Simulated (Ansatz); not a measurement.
**SiC stretched along one axis: stress and gap**

Cell: an entry of the Crystallography Open Database (COD), ions relaxed with PBE at fixed cell.

```xyz
4
Lattice="3.0760 0.0000 0.0000 -1.5380 2.6639 0.0000 0.0000 0.0000 5.0480" Properties=species:S:1:pos:R:3 pbc="T T T"
Si    0.0000    1.7759    0.0227
Si    1.5380    0.8880    2.5467
C     0.0000    1.7759    1.9208
C     1.5380    0.8880    4.4448
```

Sites (sets of like atoms) are named by element and the number of their first atom in this list.

All values are calculated (Ansatz; DFT, PBE, plane waves and PAW, scalar-relativistic, 420 eV cutoff, Γ-centred 16×16×9 k-points, Fermi–Dirac smearing 0.02 eV), not measured.

The cell is stretched along z (the third Cartesian axis of the run's cell), x and y held, and the ions relax again each time. Tension counts as positive.

```
strain along z (%)  stress along z (GPa)  stress along x (GPa)  gap on the k-mesh (eV)
                -3                 -20.9                  -5.6                    2.34
                -2                 -14.8                  -4.8                    2.38
                -1                  -9.0                  -4.1                    2.40
                 0                  -3.3                  -3.5                    2.35
                +1                   2.0                  -2.9                    2.28
                +2                     ?                     ?                       ?
                +3                  12.1                  -2.0                    2.19
```

Task: Estimate the row at +2 % from the others.

Result: stress along z (GPa): 7.2; stress along x (GPa): -2.4; gap on the k-mesh (eV): 2.23. Worked: parabolas through the other 6 rows give 7.2 and -2.4 GPa at +2 %. Their slopes at zero strain are 550 GPa (the stiffness along z) and 60 GPa (the coupling of z to x). They hold at this cell, where the calculated pressure is 3.4 GPa. The gap doesn't change in one direction over the range: it is largest at -1 % (2.40 eV) and smallest at +3 % (2.19 eV), so no single slope describes it.

PBE gaps are too small, by a third to a half in many semiconductors; their changes with strain are better.

All values belong to this cell and structure model.
